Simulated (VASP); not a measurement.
## Mg: single point with PBE

The system is Mg.

```xyz
1
Lattice="0.0000 2.2443 2.2443 2.2443 0.0000 2.2443 2.2443 2.2443 0.0000" Properties=species:S:1:pos:R:3 pbc="T T T"
Mg    0.0000    0.0000    0.0000
```

This isn't the form of Mg at room conditions, which is hcp.

```
Program             : VASP 6.6.1
Task                : single point
Functional          : PBE
Potentials or basis : VASP PAW PBE potentials, release 64 (Mg)
Cutoff              : 520 eV
k mesh              : 10 × 10 × 10
Occupations         : methfessel-paxton, width 0.025 eV
Spin                : no spin polarisation
```

| Quantity | Value |
| --- | --- |
| Pressure | 0.7 GPa |
| Band gap on the k mesh | none (metal or under the smearing width) |

Levels at points of the mesh, in eV from the Fermi level:
| k point | band 1 | band 2 | band 3 | band 4 |
| --- | --- | --- | --- | --- |
| (0.00, 0.00, 0.00) | -7.04 | 12.41 | 12.41 | 12.41 |
| (0.50, 0.00, 0.00) | -1.78 | -1.33 | 11.30 | 11.30 |
| (0.50, 0.50, 0.00) | -0.27 | 0.76 | 6.07 | 6.98 |

Run time: 2.3 s on 1 thread of Intel(R) Xeon(R) 6975P-C (Granite Rapids) (shared host), peak memory 0.13 GiB.
